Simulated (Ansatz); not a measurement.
# Lattice dynamics of As monolayer, part 2 of 2

Wanted: phonon frequencies of As monolayer and what follows from them.

Ansatz 0.2.0; DFT PBE, scalar-relativistic, plane waves, PAW.

So far. Step 3 (Relaxation): Little changed from the start: no atom moved by 0.005 Å and no cell edge by 0.1 %.

### Step 4. Relaxing to small forces for the phonons

Phonons need a cell at rest on their own settings, so the relaxation is repeated with tight tolerances on forces and stress, using the mesh and the filling of the phonon run that follows.

input.yaml

```yaml
crystal:
  lattice:
    - [3.6065035403, 0.0, 0.0]
    - [-1.8032517702, 3.1233236847, 0.0]
    - [0.0, 0.0, 26.58]
  atoms:
    - { symbol: As, position: [0.3333333333, 0.6666666667, 0.4023768301] }
    - { symbol: As, position: [0.6666666667, 0.3333333333, 0.3500686176] }
  periodic: [true, true, false]
kpoints:
  mp_grid: { grid: [9, 9, 1] }
hamiltonian:
  xc: pbe
scf:
  occupations: { method: fixed }
output:
  forces: true
  stress: true
  eigenvalues: true
  write_density: true
  write_potential: true
  elf: true
  volumetric_format: npy
relax:
  adjacent_minimum: "off"
  f_tol: 0.001
  max_steps: 60
  cell: { stress_2d_tol: 0.002 }
```

Run with:

```bash
$ ansatz run input.yaml --threads 8 --pin off --max-ram 14336MiB --backend cpu --events-out ev --progress --plain --runs-dir out
```

Numbers of over 12 decimals in the logs are rounded to 6 here.

What it wrote:

```text
[...]
Crystal: 2 atoms, lattice volume = 299.405 Å³
Basis set: ecut = 420 eV, 5801 PW (Γ), exchange–correlation on 50×50×360 points (8 copies of the dense FFT grid, shifted against one another)
Bands: 19, of which v1, the nominal top of the filled ones, is band 15 counted from 1 (14 counted from 0)
Symmetry: 12 space group operations
[...]
k-points: 12 of 81
[...]
° read free of the cell's end (the report's vacuum.weakly_bound_levels)
--- Relaxed structure (4 steps of the walk, 3 accepted, 1 SCFs on fresh bases) ---
[...]
cell:  # Å, volume = 299.2966 Å³
    - [3.605854, 2.8862297144760306e-11, 0]
    - [-1.802927, 3.122761, 0]
    - [0, 0, 26.58]
  atoms:
    - { symbol: As, position: [0.333333, 0.666667, 0.402380] }
    - { symbol: As, position: [0.666667, 0.333333, 0.350066] }
[key lines of the parts left out:]
SCF converged after 5 iterations
Free energy (F): -9712.267089 eV
Fermi energy:    -5.369243 eV
P = ½ c Tr σ = -0.0000 N/m
```

Run time: 4.1 s. Hardware: 8 threads of Arm Neoverse V2, shared host; peak memory 0.67 GiB.

Little changed from the start: no atom moved by 0.005 Å and no cell edge by 0.1 %.

This step gave:

| Quantity | Value |
| --- | --- |
| gap on the k-mesh | 1.637 eV |
| direct gap on mesh | 1.959 eV |
| area per atom | 5.63 Å² |

Electrostatic potential energy in the ac plane at fractional y = 0.333, with atoms of As within 0.2 Å of it. With pseudopotentials it is smooth inside the atoms' cores, unlike the true potential.

Values in eV, 24 rows by 14 columns, each cell a mean:
```
  0   0   0   0   0   0   0   0   0   0   0   0   0   0
  0   0   0   0   0   0   0   0   0   0   0   0   0   0
  0   0   0   0   0   0   0   0   0   0   0   0   0   0
  0   0   0   0   0   0   0   0   0   0   0   0   0   0
  0   0   0   0   0   0   0   0   0   0   0   0   0   0
  0   0   0   0   0   0   0   0   0   0   0   0   0   0
  0   0   0   0   0   0   0   0   0   0   0   0   0   0
  0   0   0   0   0   0   0   0   0   0   0   0   0   0
  0   0   0   0   0   0   0   0   0   0   0   0   0   0
  0   0   0   0   0   0   0   0   0   0   0   0   0   0
  0   0   0   0   0   0   0   0   0   0   0   0   0   0
  0   0   0   0   0   0   0   0   0   0   0   0   0   0
  0   0   0   0   0   0   0   0   0   0   0   0   0   0
 -3  -4  -5  -5  -4  -3  -2  -1  -1  -1  -1  -1  -2  -2
 -7  -8  -9  -9  -8  -6  -6  -7  -7  -8  -8  -7  -7  -6
 -6  -4  -3  -3  -5  -9 -11 -10  -4  -2  -3  -8 -11 -10
 -2  -1  -1  -1  -1  -3  -4  -6  -7  -7  -7  -6  -5  -3
  0   0   0   0   0   0   0   0   0   0   0   0   0   0
  0   0   0   0   0   0   0   0   0   0   0   0   0   0
  0   0   0   0   0   0   0   0   0   0   0   0   0   0
  0   0   0   0   0   0   0   0   0   0   0   0   0   0
  0   0   0   0   0   0   0   0   0   0   0   0   0   0
  0   0   0   0   0   0   0   0   0   0   0   0   0   0
  0   0   0   0   0   0   0   0   0   0   0   0   0   0
```
Columns run along a (3.6 Å; values clipped at the 3rd and 97th percentile), rows up along c (26.6 Å). Atoms in or near the plane, at fractional coordinates: As at (0.67, 0.35).

Valence density in the ac plane at fractional y = 0.333, with atoms of As within 0.2 Å of it. It is the smooth field of the valence electrons, not physical close to the nuclei.

Ten steps, logarithmic in the rise over the least value, from '0' (0 e/Å³) to '9' (17 e/Å³), each cell a mean:
```
00000000000000
00000000000000
00000000000000
00000000000000
00000000000000
00000000000000
00000000000000
00000000000000
00000000000000
00000000000000
00000000000000
00000000000000
00000000000000
11111000000000
22222222233222
11111236899742
00000012333211
00000000000000
00000000000000
00000000000000
00000000000000
00000000000000
00000000000000
00000000000000
```
Columns run along a (3.6 Å), rows up along c (26.6 Å). Atoms in or near the plane, at fractional coordinates: As at (0.67, 0.35).

ELF in the ac plane at fractional y = 0.333, with atoms of As within 0.2 Å of it. It is the smooth field of the valence electrons, not physical close to the nuclei.

Ten even steps from '0' (0.00) to '9' (0.84), each cell a mean:
```
00000000000000
00000000000000
00000000000000
00000000000000
00000000000000
00000000000000
00000000000000
00000000000000
00000000000000
00000000000000
00000000000000
00000000000000
12332100000000
67776421000123
66666665444556
63235776433577
41003699999998
00000135666542
00000000000000
00000000000000
00000000000000
00000000000000
00000000000000
00000000000000
```
Columns run along a (3.6 Å), rows up along c (26.6 Å). Atoms in or near the plane, at fractional coordinates: As at (0.67, 0.35).

The largest force component left is 0.0025 meV/Å, within the tolerances set.

### Step 5. The dispersion

Stability and thermal properties need the whole zone. Linear response on a 3×3×1 q mesh gives force constants as far as a supercell of that size would.

input.yaml

```yaml
crystal:
  lattice:
    - [3.6058536315, 0.0, 0.0]
    - [-1.8029268158, 3.1227608472, 0.0]
    - [0.0, 0.0, 26.58]
  atoms:
    - { symbol: As, position: [0.3333333333, 0.6666666667, 0.4023796424] }
    - { symbol: As, position: [0.6666666667, 0.3333333333, 0.3500658053] }
  periodic: [true, true, false]
kpoints:
  mp_grid: { grid: [9, 9, 1] }
hamiltonian:
  xc: pbe
scf:
  occupations: { method: fixed }
output:
  eigenvalues: true
phonons:
  method: dfpt
  dielectric: true
  raman: true
  qmesh: [3, 3, 1]
  temperatures: { t_max: 1000, t_step: 50 }
  qpath:
    path:
      - [0.0, 0.0, 0.0]
      - [0.5, 0.0, 0.0]
      - [0.33333333, 0.33333333, 0.0]
      - [0.0, 0.0, 0.0]
    npoints: 10
  isolated: true
```

What it wrote:

```text
Warning: phonons.dielectric: true without phonons.rigid_motions: the static dielectric tensor ε⁰ will be withheld (ε∞, Z* and the rows of modes are given); for a crystal or a slab, whose only rigid motions are the translations, set phonons.rigid_motions: translations
Warning: crystal.symmetry: narrowed to the stabiliser of the run's FFT grids — unitary ops 12 → 6. A phonons.method: dfpt run fills in the rows of the dynamical matrix that it does not solve by its symmetry operations, which is exact only for operations that map its FFT grids onto themselves: filled in by any other, the frequencies could depend on the order in which like atoms are typed, or, by more than the grids' own error, on where the crystal sits among the grids' points. Excluded: 6 operations. The run can therefore solve more perturbations, solve them on more k-points, or both, and cost more. [rest of the remark cut]
[...]
Crystal: 2 atoms, lattice volume = 299.297 Å³
Basis set: ecut = 420 eV, 5801 PW (Γ), exchange–correlation on 50×50×360 points (8 copies of the dense FFT grid, shifted against one another)
Bands: 19, of which v1, the nominal top of the filled ones, is band 15 counted from 1 (14 counted from 0)
Symmetry: 12 space group operations
k-points: 25 of 81 (irreducible under 2 space group operations, time reversal used)
[...]
SCF iter   1: F=—  HF=-9712.267281 eV  |F-HF|=—  |Δ(HF+E_count)|=         —  Δρ=6.79e-4  dr2=1.78e-3  ethr=1.77e-3  ⟨swp⟩=6.7  Hψ=2213  notcnv=0  defer=40
[...]
SCF iter   8: F=-9712.267089 eV  HF=-9712.267089 eV  |F-HF|=1.82e-12  |Δ(HF+E_count)|=   3.06e-9  Δρ=2.58e-8  dr2=1.89e-12  ethr=1.00e-12  ⟨swp⟩=20.7  Hψ=4245  notcnv=0
SCF 1 converged in 8 iterations: F = -9712.267089 eV  dr2 = 1.89e-12
[...]
NSCF: frozen V_eff on 2 k-points
DFPT response loops at Γ: preconditioner auto → none (the input reference at scf.mixing.eps_inf says where Resta's filter doesn't serve); β = 0.50; Broyden in place of MSR1
── the response to a field inside a basis, on 16×16×2 k-points: an SCF that follows is theirs, and a resumed run solves both again ──
Bands: 16, of which v1, the nominal top of the filled ones, is band 15 counted from 1 (14 counted from 0)
k-points: 136
[...]
Eigensolver: Dense (136 Hₖ)
SCF iter   1: F=—  HF=-9712.266990 eV  |F-HF|=—  |Δ(HF+E_count)|=         —  Δρ=5.11e-5  dr2=5.15e-6  ethr=1.00e-1
[...]
SCF iter   6: F=-9712.266990 eV  HF=-9712.266990 eV  |F-HF|=4.73e-11  |Δ(HF+E_count)|=  1.09e-11  Δρ=4.40e-8  dr2=2.99e-12  ethr=1.00e-12
SCF 1 converged in 6 iterations: F = -9712.266990 eV  dr2 = 2.99e-12
[...]
SCF converged after 8 iterations
Free energy (F): -9712.267089 eV
[...]
Internal energy: -9712.267089 eV  (E = F + TS)
E sigma→0 (E₀):  -9712.267089 eV
Fermi energy:    -5.369241 eV
[...]
--- Band table (eV; the first three rows and the last of 25) ---
  k-point 0: bands = [... 11 lower, -12.5327, -5.9025, -5.3692, -5.3692, -3.4105, -1.8638, -1.8638, -0.5146]
  k-point 1: bands = [... 11 lower, -12.5168, -6.7013, -5.8289, -5.7117, -2.7643, -1.8180, -1.5200, -0.2848]
  k-point 2: bands = [... 11 lower, -12.6272, -8.2868, -6.3581, -5.7475, -3.4821, -1.0157 (-1.0157°), -1.0143, 0.1684]
  k-point 24: bands = [... 11 lower, -13.6194, -8.6491, -8.5189, -6.1329, -2.3638, -2.1904, -0.5312, 1.6132]
  ° read free of the cell's end (the report's vacuum.weakly_bound_levels)
--- Phonons (Γ-DFPT): 4 representative perturbations + reference, on 25 of 81 k-points (Σ response iterations 16) ---
  ASR residual: 9.561e-6 → 0.000e0 eV/Å²; symmetrization residual: 2.966e-6 eV/Å²
  The last average, over the group as it would stand without the narrowing to the FFT grids, took up to 3.553e-15 eV/Å² of the zone centre's force constants
  ASR residual per site (eV/Å²): 9.56e-6 6.19e-6
  Γ frequencies (cm⁻¹): 0.00 0.00 0.00 235.76 235.76 302.86
  ε∞ (high-frequency dielectric tensor):
        3.198000    -0.000000    -0.000000
       -0.000000     3.198000     0.000000
       -0.000000     0.000000     1.150528
  α∞ (the layer's polarisability for a field applied outside it; Å, Gaussian; ε∞ is over the cell's 26.580 Å):
        4.649141    -0.000000    -0.000000
       -0.000000     4.649141     0.000000
       -0.000000     0.000000     0.318392
  ε⁰ (static dielectric tensor): not given — the deck does not say what the cell's rigid motions are, and on a molecule in a box or a wire the rigid rotations would enter the sum over the modes at Γ. For a crystal or a slab, whose only rigid motions are the translations, set phonons.rigid_motions: translations.
  Born effective charges Z* (e; rows j = field, columns β = displacement):
    site 0:
        -0.00000   -0.00000    0.00000
        -0.00000    0.00000   -0.00000
        -0.00000    0.00000    0.00000
    site 1:
         0.00000    0.00000   -0.00000
         0.00000    0.00000    0.00000
         0.00000    0.00000    0.00000
  Z* charge neutrality: 4.207e-3 e pre-enforcement
  solved inside a basis spanned on kpoints, on 16×16×2 k-points transformed towards the longest dipole: ε∞ is read to err by 1.2e-2, Z* by 1.8e-2 e (field_mesh: kpoints solves on kpoints)
  Raman tensors (in the event stream and the table raman_tensors.tsv): an entry may err by 8.5e-2 Å², one of the second-order susceptibility by 9.5e-21 pm/V (basis, points and sum rule); their sum over the sites missed zero by 7.105e-15 Å² ahead of its enforcement
  optical modes at Γ without the LO–TO term, one row a degenerate level:
      ω (cm⁻¹)  modes    IR ((D/Å)²/amu)  static Raman (Å⁴/amu)  depolarisation
        235.76      2             0.0000              1011.4646           0.750
        302.86      1             0.0000              1070.7698           0.119
--- Phonons (arbitrary-q DFPT): 3 irreducible q on the 3×3×1 mesh ---
  q = [0.0000, 0.0000, 0.0000] (star 1, of the zone-centre solve; hermiticity 3.51e-7, symmetrization 1.19e-7, taken by the last average 2.81e-16): -0.00 0.00 0.00 235.76 235.76 302.86
  q = [0.0000, 0.3333, 0.0000] (star 6, 6 solved perturbations on 45 of 81 k-point pairs; hermiticity 7.94e-7, symmetrization 2.75e-10, taken by the last average 5.90e-7): 43.25 64.19 107.18 219.71 227.13 265.03
  q = [0.3333, 0.3333, 0.0000] (star 2, 4 solved perturbations in 128 linear systems a pass and spin channel, the states on 45 of 81 k-point pairs; hermiticity 5.09e-7, symmetrization 7.95e-7, taken by the last average 7.12e-7): 74.60 74.60 118.63 214.25 231.00 231.00
  sum rule: each row above includes the acoustic sum rule's correction from the zone centre's row sums; it moved no ω² by more than (0.19 cm⁻¹)²
  mesh force constants: q→R imaginary residual 0.00e0; ASR residual 9.561e-6 → 0.000e0 eV/Å²; symmetrization residual 5.329e-15 eV/Å²
  interpolated dispersion: 31 rows × 6 modes
  density of states and harmonic sums: on the 21×21×1 q-mesh, interpolated from the force constants of a 3×3×1 supercell (no non-analytic term)
  largest difference from the sums on the solved wave vectors: F 9.46e-2 eV, S 1.23e-4 and C_V 2.81e-5 eV/K
  zero-point energy: 0.057158 eV/cell   skipped modes (ω ≤ 0): 3   left out of the sums: 1.13e-3 of the cell's modes: C_V's classical limit lies that fraction below 3 k_B per atom; for a crystal, a wire or a layer, F and S can be off by more, and a phonons.interpolated_qmesh denser along its periods is the remedy for the sampling
```

Elapsed: 4.7 min, on 8 threads; peak memory 3.5 GiB; 36 min of CPU time.

This step gave:

| Property | Result |
| --- | --- |
| sum-rule residual before enforcement | 9.56e-6 eV/Å² |
| miss of the charge sum rule | 0.004207 e |
| estimated error of the dielectric tensor | 0.01191 |
| estimated error of the Born charges | 0.01816 e |
| lowest frequency on the path | 0 cm⁻¹ |
| point group | -3m |
| highest frequency on the path or at a solved wavevector | 302.9 cm⁻¹ |
| mean frequency | 153.8 cm⁻¹ |
| highest optical mode at the zone centre (no LO-TO term) | 302.9 cm⁻¹ |
| lowest optical zone-centre mode | 235.8 cm⁻¹ |
| largest Born charge (third of the trace) | 0 e |
| lowest mode on the q mesh (acoustic modes at Γ apart) | 43.25 cm⁻¹ |
| zero-point energy per atom | 28.58 meV |
| heat capacity at 300 K | 23.51 J/(mol atoms K) |
| vibrational entropy at 300 K | 38.91 J/(mol atoms K) |
| edges of the widest gap between branches, on path and mesh | 118.6, 214.2 cm⁻¹ |

High-frequency dielectric tensor, averaged over the cell of height 26.6 Å or as lengthened by the program, vacuum included. Tensor:

```tsv
	x	y	z
x	3.198	0	0
y	0	3.198	0
z	0	0	1.151
```

The Born charge (rows field, columns displacement) vanishes on all sites.

Activity x (w_L - w)^4 (n + 1)/w, 532 nm, 300 K; the tensors are static ones, while 532 nm light lies above the computed direct gap, where resonance would change the heights. Raman lines, with heights relative to the strongest:

```tsv
position (cm⁻¹)	label	relative intensity
236	Eg	100
303	A1g	72
```

Frequencies (cm⁻¹) solved at each irreducible wavevector; negative means imaginary. Frequencies by wavevector, by row:

```tsv
q in reciprocal lattice units	star	mode 1	mode 2	mode 3	mode 4	mode 5	mode 6
0 0 0	1	0	0	0	235.8	235.8	302.9
0 0.3333 0	6	43.2	64.2	107.2	219.7	227.1	265
0.3333 0.3333 0	2	74.6	74.6	118.6	214.2	231	231
```

Interpolated from a 3×3×1 q mesh. Phonon branches along the path, in cm⁻¹:

```tsv
point	branch 1	branch 2	branch 3	branch 4	branch 5	branch 6
Γ	0	0	0	236	236	303
halfway	30	57	96	225	233	274
M	66	69	98	216	220	262
halfway	70	76	105	215	222	250
K	75	75	119	214	231	231
halfway	37	74	96	221	235	265
Γ	0	0	0	236	236	303
```

The phonon branches as a text plot (rows in cm⁻¹):

```
    297 |*****                                             ******
    284 |     ****                                       **
    271 |         ****                                ***
    259 |             *************               ****
    246 |                          ***       *****
    233 |*************                ***************************
    221 |         **********************     ************
    208 |                            ********
    196 |
    183 |
    170 |
    158 |
    145 |
    133 |
    120 |                             *******
    107 |           ********      ****       **
     95 |         **        ******             *******
     82 |       **                 ******  ****   **  ***
     69 |     **      *************************     **   **
     57 |         ****  **                     ***    ***  **
     44 |   ******    **                          **     **
     32 |   **    ****                              *****  *****
     19 | **  ****                                       *******
      6 |*****                                               ****
         Γ                   M           K                      Γ
```

Tetrahedra on a 21×21×1 mesh, mean over bins of 5 cm-1. Interpolated from a 3×3×1 q mesh. Table of phonon density of states by wavenumber; read off at these points:

```tsv
wavenumber (cm⁻¹)	phonon density of states (1/cm⁻¹/cell)
2	0.00146
12	0.00848
18	0.0115
28	0.0156
32	0.0169
42	0.0203
52	0.0257
58	0.0310
68	0.0742
78	0.0402
82	0.0297
92	0.0114
98	0.0324
102	0.0716
108	0.0321
118	0.00515
122	0
132	0
142	0
148	0
158	0
162	0
172	0
182	0
188	0
198	0
208	0
212	0.0344
218	0.0974
222	0.0804
228	0.0784
238	0.0510
248	0.0160
252	0.0209
262	0.0412
272	0.0118
278	0.00957
288	0.00723
292	0.00654
302	0.00279
```

Second derivatives of the energy by pair, one row for each kind of neighbour of each atom listed. Each entry sums the pair over the periodic images of the supercell that the q mesh stands for, and in a polar crystal it holds the long-range dipole part too. Force constants by pair, by row:

```tsv
atom	neighbour	distance (Å)	third of the trace (eV/Å²)	along the pair's line (eV/Å²)
As1	itself	0	8.592	–
As1	As	2.504	-2.889	-6.921
As1	As	3.606	0.1279	-0.3759
As1	As	4.39	-0.006	-0.0151
As1	As	5.681	-0.2102	-0.254
As1	As	6.246	-0.0215	-0.0588
As2	itself	0	8.592	–
As2	As	2.504	-2.889	-6.921
As2	As	3.606	0.1279	-0.3759
As2	As	4.39	-0.006	-0.0151
As2	As	5.681	-0.2102	-0.254
As2	As	6.246	-0.0215	-0.0588
```

Harmonic thermodynamic functions per atom, from the density of states. Interpolated from a 3×3×1 q mesh. Thermodynamic functions, by row:

```tsv
T (K)	F_vib (meV/atom)	S (J/mol-atom/K)	C_V (J/mol-atom/K)
0	28.58	0	0
100	21.03	16.11	16.47
200	-3.16	29.65	21.98
300	-38.96	38.91	23.51
400	-83	45.76	24.11
500	-133.3	51.18	24.39
600	-188.8	55.64	24.55
700	-248.4	59.43	24.64
800	-311.8	62.73	24.71
900	-378.3	65.64	24.75
1000	-447.7	68.25	24.78
```

Symmetry leaves 3 wavevectors to solve. The lowest mode among them, the acoustic zeros apart, lies at q = (0, 0.333, 0) and is real, 43.2 cm⁻¹.

### Step 6. Summary of results

| Quantity | Value |
| --- | --- |
| space group after relaxation (within 0.01 Å) | P-3m1 |
| area per atom | 5.63 Å² |
| gap on the k-mesh | 1.64 eV |
| highest optical mode at the zone centre (no LO-TO term) | 303 cm⁻¹ |
| lowest optical zone-centre mode | 236 cm⁻¹ |
| largest Born charge (third of the trace) | 0 e |
| lowest mode on the q mesh (acoustic modes at Γ apart) | 43.2 cm⁻¹ |
| highest frequency on the path or at a solved wavevector | 303 cm⁻¹ |
| zero-point energy per atom | 28.6 meV |
| heat capacity at 300 K | 23.5 J/(mol atoms K) |
| vibrational entropy at 300 K | 38.9 J/(mol atoms K) |
| imaginary modes on the 3×3×1 q mesh | none |

In words: The structure is a minimum as far as tested: no mode is imaginary at the 3 irreducible wavevectors of the 3×3×1 mesh, and the softest away from the acoustic zeros lies at 43 cm⁻¹. The optical modes at Γ span 236 to 303 cm⁻¹. No mode is infrared active. Averaged over orientations, the strongest Raman line at 532 nm and 300 K is at 236 cm⁻¹. The tensors are the static, non-resonant ones, while 532 nm light (2.33 eV) lies above the computed gap. On the path and the mesh, the widest gap between branches runs from 119 to 214 cm⁻¹. In a sheet or slab the interpolated bending branch near Γ is rough, since the rotational sum rule isn't imposed. Dielectric tensors refer to the cell with its vacuum. The starting cell was built on a prototype and not taken from a measurement. These are harmonic frequencies at zero temperature: anharmonic shifts, linewidths and thermal expansion are left out.

[Logs are printed without paths, hosts, clocks, repeated set-up lines and the standing remarks that a program may print on its own settings, such as how far it seeks lower states.]

[Hosts, paths, dates, database ids (printed as entryN), source tags and the programs' standing remarks are cut or masked in the printed files.]
